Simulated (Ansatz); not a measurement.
The calculation used Ansatz, DFT PBE, scalar-relativistic, plane waves, PAW. Settings: cutoff 420 eV, Γ-centred meshes spaced at most about 0.3 Å⁻¹, and about 0.25 Å⁻¹ or finer for metals (2π included), Gaussian smearing. No spin polarisation.

Temperature and zero-point effects are left out.

Compare these two cells of Bi2Te3, each relaxed at this level.

A.

```yaml
crystal:
  lattice:
    - [2.22331, 1.28363, 10.71866]
    - [-2.22331, 1.28363, 10.71866]
    - [0.00000, -2.56725, 10.71866]
  atoms:
    - { symbol: Bi, position: [0.60277, 0.60277, 0.60277] }
    - { symbol: Bi, position: [0.39723, 0.39723, 0.39723] }
    - { symbol: Te, position: [0.78402, 0.78402, 0.78402] }
    - { symbol: Te, position: [0.00000, 0.00000, 0.00000] }
    - { symbol: Te, position: [0.21598, 0.21598, 0.21598] }
```

B.

```yaml
crystal:
  lattice:
    - [2.23441, 1.29004, 9.85666]
    - [-2.23441, 1.29004, 9.85666]
    - [0.00000, -2.58007, 9.85666]
  atoms:
    - { symbol: Bi, position: [0.70467, 0.70467, 0.70467] }
    - { symbol: Bi, position: [0.29533, 0.29533, 0.29533] }
    - { symbol: Te, position: [0.50000, 0.50000, 0.50000] }
    - { symbol: Te, position: [0.09859, 0.09859, 0.09859] }
    - { symbol: Te, position: [0.90141, 0.90141, 0.90141] }
```

Problem. Which arrangement of the elements on these sites is preferred, and by what margin?

Solution. A is lower, by 253 meV/atom. The two share one framework of sites and differ in which element sits where. A has the tetradymite type, space group R-3m (No. 166), 36.7 Å³/atom and a gap of 0.54 eV on its mesh; B has space group R-3m (No. 166), 34.1 Å³/atom and no gap. Counting Te atoms around Bi (those within 1.25 times the shortest such distance or 1.15 times the sum of covalent radii), A has Bi 6 and B has Bi 3. Origin: A, reached from a Materials Project cell; B, reached from a cell as deposited in COD.

No dispersion correction is applied, so the spacing and binding between layers, chains or molecules are poorly described (R-3m at 36.7 Å³/atom), and this can change margins and order among such cells. Spin–orbit coupling, which can matter for Bi and Te, is left out. Kohn–Sham gaps at this level usually fall short of measured ones. The missing spin–orbit coupling can work the other way here.
